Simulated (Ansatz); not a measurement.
# BN (F-43m) in Ansatz: equation of state

How stiff is BN in PBE, and what volume does it want? The cell is scaled to several volumes.

Program: Ansatz 0.2.0. These are calculated values, not measurements. Logs are shortened: lines on timing, memory, paths and dates and some standing lists are left out, and cuts for length are marked.

**Experimental background.**

“Effect of nanostructuration on compressibility of cubic BN”, 2012, arxiv:1208.3664 quotes, for a bulk crystal of BN at 300 K: bulk modulus 395 ± 2 GPa.

How close the calculation comes is told below.

**1. The crystal as given**

The structure is cubic, space group F-43m (No. 216). Conventional cell: a = 3.626 Å, b = 3.626 Å, c = 3.626 Å, α = 90.00°, β = 90.00°, γ = 90.00°. N (site symmetry -43m) is surrounded by 4 B at 1.57 Å. B (site symmetry -43m) is surrounded by 4 N at 1.57 Å.

The cell is a database's computed one.

**2. Equation of state, PBE**

Potentials or basis: all-electron LAPW, scalar-relativistic.

This step only gathers the single runs of the series.

What came out:

- Equilibrium volume: 5.95 Å³/atom
- Bulk modulus: 372 GPa
- Pressure derivative of the bulk modulus: 3.7

Energy against volume, from the lowest point:
| volume (Å³/atom) | energy (meV/atom) |
| --- | --- |
| 5.602 | 26.39 |
| 5.721 | 11.14 |
| 5.840 | 2.54 |
| 5.959 | 0.00 |
| 6.078 | 2.98 |
| 6.198 | 10.98 |
| 6.317 | 23.55 |

**3. Comparison with measurements**

Step 2. Against the measured bulk modulus of BN, 395 GPa (300 K; quoted in “Effect of nanostructuration on compressibility of cubic BN”, 2012, arxiv:1208.3664), the calculated 372 GPa is off by -5.8 %. The fit is for a static lattice scaled at fixed shape and fixed fractional positions.
